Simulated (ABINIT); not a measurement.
Crystal: BN.

```
CELL_PARAMETERS angstrom
0.00000 1.81300 1.81300
1.81300 0.00000 1.81300
1.81300 1.81300 0.00000
ATOMIC_POSITIONS crystal
N 0.25000 0.25000 0.25000
B 0.00000 0.00000 0.00000
```

The cell is a database's computed one.

Base run:

```yaml
Program: ABINIT 10.8.3 (patched build)
Functional: PBEsol
Potentials_or_basis: JTH PAW PBE v2.0
Cutoff: 707 eV
k_mesh: 13 × 13 × 13
Occupations: fermi-dirac, width 0.05 eV
Spin: no spin polarisation
```

Its results: band gap on the k mesh 4.34 eV, indirect (least direct gap 8.70 eV); pressure -6.1 GPa.

Q: The run is repeated on the same cell with these changes: k mesh from 13 × 13 × 13 to 8 × 8 × 8. What comes out?

A: Band gap on the k mesh 4.26 eV, indirect (least direct gap 8.70 eV); pressure -6.1 GPa.

Caveats: the PAW data sets were made with another functional, which shifts forces and pressure a little.

A k mesh can miss the band edges.
